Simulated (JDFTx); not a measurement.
**LiF (Griceite) under changes of volume**

One of the cells (8.169 Å³/atom); the others are scaled copies at fixed shape and fractional positions:

```xyz
2
Lattice="0.0000 2.0140 2.0140 2.0140 0.0000 2.0140 2.0140 2.0140 0.0000" Properties=species:S:1:pos:R:3 pbc="T T T"
F     2.0140    2.0140    2.0140
Li    0.0000    0.0000    0.0000
```

- Program: JDFTx 1.7.0 (patched build)
- Functional: r2SCAN
- Potentials or basis: SG15-PBE-1.2 with smoothed tails
- Cutoff: 1361 eV
- Density cutoff: 10885 eV
- k mesh: 11 × 11 × 11
- Occupations: fermi-dirac, width 0.05 eV
- Spin: no spin polarisation

```csv
volume (Å³/atom),energy over the lowest point (meV/atom),pressure (GPa),gap on the mesh (eV)
7.679,2.56,2.9,10.70
7.842,0.44,1.1,10.49
8.006,0.00,-0.5,10.29
8.169,?,?,?
8.333,3.81,-3.3,9.92
8.496,7.69,-4.4,9.75
8.659,12.71,-5.5,9.58
```

Q: What does the run at 8.169 Å³/atom give?

A: Energy over the lowest point 1.20 meV/atom; pressure -2.0 GPa; gap on the mesh 10.10 eV.

Worked out: A Birch-Murnaghan fit of order 3 (a polynomial in V^(-2/3)) to the other rows has its minimum at 7.96 Å³/atom with B0 = V·E''(V) = 77 GPa and B' = 4.1. It gives 1.20 meV/atom at 8.169 Å³/atom, against the run's 1.20, and -dE/dV = -1.9 GPa, against -2.0. A straight line through the other rows of the gap, of slope -9.3 eV per unit of ln V (its deformation potential), gives 10.11 eV, against the run's 10.10.

Energies are extrapolated to zero smearing.

Caveats: the potentials were made for another functional, which shifts forces and pressure; an odd mesh through Γ misses points on the zone boundary, where band edges often lie.
